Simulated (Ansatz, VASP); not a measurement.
**N in VASP and in Ansatz**

INCAR

```
PREC = Accurate ; ENCUT = 520
EDIFF = 1E-6 ; ISMEAR = 0
SIGMA = 0.05 ; LREAL = False
LASPH = True ; NELM = 100
ALGO = Normal ; ISIF = 2
LWAVE = False ; LCHARG = True
GGA = PS ; LELF = True
LVHAR = True ; NBANDS = 18
```

The input KPOINTS:

```
Automatic mesh
0
Gamma
  6 6 4
```

POSCAR

```
N
1.0
    4.1672328106      0.0000000000      0.0000000000
   -2.0836164053      3.6089294775      0.0000000000
    0.0000000000      0.0000000000      7.5664837908
N
4
Direct
    0.3333333333      0.6666666667      0.3289300400
    0.3333333333      0.6666666667      0.1710699600
    0.6666666667      0.3333333333      0.8289300400
    0.6666666667      0.3333333333      0.6710699600
```

Input for Ansatz:

```yaml
crystal:
  lattice:
    - [4.1672328106, 0.0, 0.0]
    - [-2.0836164053, 3.6089294775, 0.0]
    - [0.0, 0.0, 7.5664837908]
  atoms:
    - { symbol: "N", position: [0.3333333333, 0.6666666667, 0.32893004] }
    - { symbol: "N", position: [0.3333333333, 0.6666666667, 0.17106996] }
    - { symbol: "N", position: [0.6666666667, 0.3333333333, 0.82893004] }
    - { symbol: "N", position: [0.6666666667, 0.3333333333, 0.67106996] }
basis:
  ecutwfc: 420
kpoints:
  mp_grid: { grid: [6, 6, 4] }
hamiltonian:
  xc: pbesol
scf:
  occupations: { method: gaussian, width: 0.05 }
output:
  forces: true
  stress: true
  eigenvalues: true
```

Change from the starting cell: strain +0.000 along x and y, +0.080 along z, atoms carried along.

Alike in both runs: task single point; functional PBEsol; k mesh 6 × 6 × 4; occupations gaussian, width 0.05 eV; no spin polarisation.

|  | VASP | Ansatz |
| --- | --- | --- |
| version | VASP 6.6.1 | Ansatz 0.2.0 |
| potentials or method | VASP PAW PBE potentials, release 64 (N) | scalar-relativistic, plane waves, PAW |
| plane-wave cutoff (eV) | 520 | 420 |
| valence electrons in the cell | 20 | 20 |

VASP gave:

- gap on the k mesh at the Fermi level (eV): 6.27
- least direct gap on the mesh (eV): 6.45
- pressure (GPa): -10.3
- largest component of the traceless stress (GPa): 20.66
- rms of the force components (eV/Å): 5.311

**Question.** What did Ansatz give for the same quantities?

**Answer.** gap on the k mesh at the Fermi level (eV): 6.30; least direct gap on the mesh (eV): 6.48; pressure (GPa): -10.8; largest component of the traceless stress (GPa): 21.75; rms of the force components (eV/Å): 5.597.

Atom by atom the forces differ by 0.286 eV/Å (rms over components).

Caveats: the standard files for N, O and F lose accuracy on very short bonds; the PAW data sets were made with another functional, which shifts forces and pressure a little (VASP). A k mesh can miss the band edges.
